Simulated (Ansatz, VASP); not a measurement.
# BP in VASP and in Ansatz

```xyz
2
Lattice="0.0000 2.2683 2.2683 2.2683 0.0000 2.2683 2.2683 2.2683 0.0000" Properties=species:S:1:pos:R:3 pbc="T T T"
B     0.0000    0.0000    0.0000
P     3.4024    3.4024    3.4024
```

Alike in both runs: functional r2SCAN; k mesh 10 × 10 × 10; occupations gaussian, width 0.02 eV; no spin polarisation.

Ansatz relaxed the structure, and its values are those at the end. VASP's run is a single point on that final structure, the one shown.

|  | VASP | Ansatz |
| --- | --- | --- |
| version | VASP 6.6.1 | Ansatz 0.2.0 |
| potentials or method | VASP PAW PBE potentials, release 64 (B, P) | scalar-relativistic, plane waves, PAW |
| plane-wave cutoff (eV) | 520 | 500 |
| valence electrons in the cell | 8 | 8 |

Ansatz gave:

| Quantity | Value |
| --- | --- |
| gap on the k mesh at the Fermi level (eV) | 1.41 |
| least direct gap on the mesh (eV) | 3.60 |
| pressure (GPa) | 0.0 |

Q: Estimate VASP's values.

A: gap on the k mesh at the Fermi level (eV): 1.45; least direct gap on the mesh (eV): 3.64; pressure (GPa): -0.5.

Caveats: the PAW data sets were made with another functional, which shifts forces and pressure a little (VASP). r2SCAN opens gaps a little over a GGA but as a rule still falls short of measured ones. A k mesh can miss the band edges.
